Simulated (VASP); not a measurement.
BaTiO3:

```
Ba Ti O
1.0
     3.99980    0.00000    0.00000
     0.00000    3.99980    0.00000
     0.00000    0.00000    4.01800
Ba Ti O
1 1 3
Direct
  0.00000 0.00000 0.00000
  0.50000 0.50000 0.49000
  0.50000 0.50000 0.01900
  0.50000 0.00000 0.51700
  0.00000 0.50000 0.51700
```

| Quantity | Value |
| --- | --- |
| Program | VASP 6.6.1 |
| Task | relaxation of cell and atoms |
| Functional | PBE |
| Potentials or basis | VASP PAW PBE potentials, release 64 (Ba_sv, Ti_sv, O) |
| Cutoff | 600 eV |
| k mesh | 8 × 8 × 8 |
| Occupations | gaussian, width 0.03 eV |
| Spin | no spin polarisation |

At the start: pressure 4.1 GPa; volume 12.86 Å³/atom.

Problem. How do energy, volume and symmetry change on relaxing?

Solution. Over 20 steps the energy falls by 11.3 meV/atom and the volume is 13.49 Å³/atom (+5.0 %); space group P4mm (No. 99, to 0.05 Å).

The path:
```csv
step,energy change (eV),largest force (eV/Å),pressure (GPa),volume (Å³)
1,0.0000,0.2772,4.06,64.28
2,-0.0132,0.4553,-3.17,67.36
3,-0.0242,0.3758,-0.43,66.09
4,-0.0337,0.2276,-0.16,66.19
5,-0.0399,0.1473,0.49,66.37
6,-0.0452,0.1456,0.15,66.73
7,-0.0481,0.1981,-0.48,67.67
8,-0.0487,0.1743,-0.37,67.41
9,-0.0528,0.1364,-0.09,67.19
10,-0.0531,0.1214,0.01,67.11
11,-0.0549,0.0851,0.37,67.02
12,-0.0552,0.0657,0.56,66.97
13,-0.0558,0.0749,-0.31,67.38
14,-0.0560,0.0514,-0.05,67.26
15,-0.0562,0.0327,-0.02,67.27
16,-0.0563,0.0356,0.01,67.29
17,-0.0564,0.0143,0.07,67.31
18,-0.0564,0.0345,0.15,67.34
19,-0.0565,0.0278,0.13,67.37
20,-0.0565,0.0094,-0.03,67.46
```

Final structure:
```
Ba Ti O
1.0
     3.99624    0.00000    0.00000
     0.00000    3.99624    0.00000
     0.00000    0.00000    4.22448
Ba Ti O
1 1 3
Direct
  0.00000 0.00000 0.99076
  0.50000 0.50000 0.47155
  0.50000 0.50000 0.04188
  0.50000 0.00000 0.51940
  0.00000 0.50000 0.51940
```
